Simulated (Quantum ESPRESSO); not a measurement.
## Si: phonons with LDA

The system is Si.

```
Si
1.0
     3.83132    0.00000    0.00000
    -1.91566    3.31802    0.00000
     0.00000    0.00000    6.33262
Si
4
Cartesian
  1.9157 1.1060 5.9336
  0.0000 2.2120 2.7673
  1.9157 1.1060 3.5653
  0.0000 2.2120 0.3990
```

This isn't the form of Si at room conditions, which is diamond.

```yaml
Program: Quantum ESPRESSO 7.5
Task: phonons
Functional: LDA
Potentials_or_basis: PseudoDojo 0.4.1 SR LDA standard
Cutoff: 435 eV
Density_cutoff: 1742 eV
k_mesh: 8 × 8 × 4, shifted
Occupations: fermi-dirac, width 0.05 eV
Spin: no spin polarisation
Form_of_the_LDA_correlation: PW92
Mixing_beta: 0.5
Most_SCF_iterations: 120
SCF_threshold: 8e-10 Ry
```

```json
{
  "Relaxed volume": "19.60 Å³/atom",
  "Relaxed cell": "a = 3.797 Å, b = 3.797 Å, c = 6.279 Å, α = 90.00°, β = 90.00°, γ = 120.00°",
  "Space group after relaxing (to 0.05 Å)": "P6_3/mmc (No. 194)",
  "Pressure after relaxing": "0.0 GPa",
  "Highest phonon frequency at the q point run": "472 cm⁻¹"
}
```

Step by step:
| step | energy change (eV) | largest force (eV/Å) | pressure (GPa) | volume (Å³) |
| --- | --- | --- | --- | --- |
| 1 | 0.0000 | 0.0158 | -2.42 | 80.50 |
| 2 | -0.0117 | 0.0003 | -1.33 | 79.51 |
| 3 | -0.0164 | 0.0088 | 0.06 | 78.34 |
| 4 | -0.0164 | 0.0043 | 0.00 | 78.39 |
| 5 | -0.0164 | 0.0020 | -0.01 | 78.39 |

Final structure:
```
Si
1.0
     3.79688    0.00000    0.00000
    -1.89844    3.28819    0.00000
     0.00000    0.00000    6.27894
Si
4
Direct
  0.66667 0.33333 0.93700
  0.33333 0.66667 0.43700
  0.66667 0.33333 0.56300
  0.33333 0.66667 0.06300
```

Levels at points of the mesh, in eV from the valence-band top:
```tsv
k point	band 5	band 6	band 7	band 8	band 9	band 10	band 11	band 12
(0.00, 0.00, 0.12)	-1.41	-0.80	0.00	0.00	1.15	2.15	2.15	2.67
```

Phonon frequencies in cm⁻¹ (negative: imaginary):
| q point | frequencies |
| --- | --- |
| (0.333, 0.333, 0.500) | 131 131 206 206 358 358 382 382 463 463 472 472 |

Wall time 67 s on 4 MPI ranks on Arm Neoverse V2 (shared host), peak memory 0.36 GiB a rank.

Caveat: the gap on the mesh is small and may close between mesh points, in which case fixed occupations spoil the response.
